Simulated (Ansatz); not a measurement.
## Al2Pt: frozen-core PAW against all-electron methods

```
Al Pt
1.0
     0.00000    2.95500    2.98455
     2.95500    0.00000    2.98455
     2.95500    2.95500    0.00000
Al Pt
2 1
Direct
  0.25000 0.25000 0.25000
  0.75000 0.75000 0.75000
  0.00000 0.00000 0.00000
```

Atom numbers follow the list: Al1, Al2, Pt3.

The geometry is COD entry 9009032, unchecked; take it as a test cell. The listed cell was then made from it by scaling, straining or moving an atom.

No spin–orbit coupling, which matters for the heavy atoms here.

All numbers are computed: DFT, LDA, PAW with Ansatz's default frozen-core files, scalar-relativistic (Ansatz 0.2.0); DFT, LDA, all-electron LAPW, scalar-relativistic (Ansatz 0.2.0).

For PAW: a Γ-centred 12×12×12 k mesh, Fermi–Dirac smearing of 0.08 eV, cutoff 420 eV, no spin polarisation; the PAW files were made with PBE, and the program remakes their frozen cores for this functional. LAPW targets a basis error of 1 meV/atom. The Ansatz runs share mesh, smearing and spin set-up. Plane-wave (PAW) pressures include the program's estimate of the Pulay term.

Stress and pressure are positive in compression.

PAW results:

| quantity | PAW |
| --- | --- |
| pressure (GPa) | -5.17 |
| stress xx (GPa) | -4.95 |
| stress zz (GPa) | -5.62 |

Problem. What does all-electron LAPW give for the same quantities?

Solution. 
```
       quantity   LAPW
 pressure (GPa)  -5.16
stress xx (GPa)  -4.94
stress zz (GPa)  -5.60
```
